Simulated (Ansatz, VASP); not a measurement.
## InSb3 in VASP and in Ansatz

File INCAR:

```
  PREC = Accurate
  ENCUT = 520
  EDIFF = 1E-7
  ISMEAR = -1
  SIGMA = 0.05
  LREAL = False
  LASPH = True
  NELM = 80
  ALGO = Normal
  ISIF = 2
  LWAVE = False
  LCHARG = False
  GGA = PS
  NBANDS = 22
```

The input KPOINTS:

```
regular mesh
0
Gamma
  6 6 6
```

Contents of POSCAR:

```
InSb3
1.0
    0.0000000000      3.8444890816      3.8444890816
    3.8444890816      0.0000000000      3.8444890816
    3.8444890816      3.8444890816      0.0000000000
Sb In
3 1
Direct
    0.5000000000      0.5000000000      0.5000000000
    0.7500000000      0.7500000000      0.7500000000
    0.2500000000      0.2500000000      0.2500000000
    0.0000000000      0.0000000000      0.0000000000
```

The input input.yaml:

```yaml
crystal:
  lattice:
    - [0.0, 3.8444890816, 3.8444890816]
    - [3.8444890816, 0.0, 3.8444890816]
    - [3.8444890816, 3.8444890816, 0.0]
  atoms:
    - { symbol: Sb, position: [0.5, 0.5, 0.5] }
    - { symbol: Sb, position: [0.75, 0.75, 0.75] }
    - { symbol: Sb, position: [0.25, 0.25, 0.25] }
    - { symbol: In, position: [0.0, 0.0, 0.0] }
kpoints:
  mp_grid: { grid: [6, 6, 6] }
scf:
  occupations: { method: fermi_dirac, width: 0.05 }
hamiltonian:
  xc: pbesol
  pseudopotentials: { kind: all_electron, lapw: { basis_error: 0.001 } }
output:
  forces: true
  stress: true
  eigenvalues: true
```

Change from the starting cell: volume scaled by 1.04.

Alike in both runs: task single point; functional PBEsol; k mesh 6 × 6 × 6; occupations fermi-dirac, width 0.05 eV; no spin polarisation.

|  | VASP | Ansatz |
| --- | --- | --- |
| version | VASP 6.6.1 | Ansatz 0.2.0 |
| potentials or method | VASP PAW PBE potentials, release 64 (Sb, In_d) | all-electron LAPW, scalar-relativistic |
| plane-wave cutoff (eV) | 520 | see its input |

```tsv
	VASP	Ansatz	Ansatz less VASP
gap on the k mesh at the Fermi level (eV)	none	none	-
pressure (GPa)	-4.7	-4.7	+0.04
```

A gap of «none» marks a metal or a gap that the smearing closes. Ansatz ran all-electron here, so the differences hold the error of VASP's frozen core and of both bases.

Caveats: the PAW data sets were made with another functional, which shifts forces and pressure a little (VASP). Spin-orbit coupling is left out, which matters for the levels of Sb.
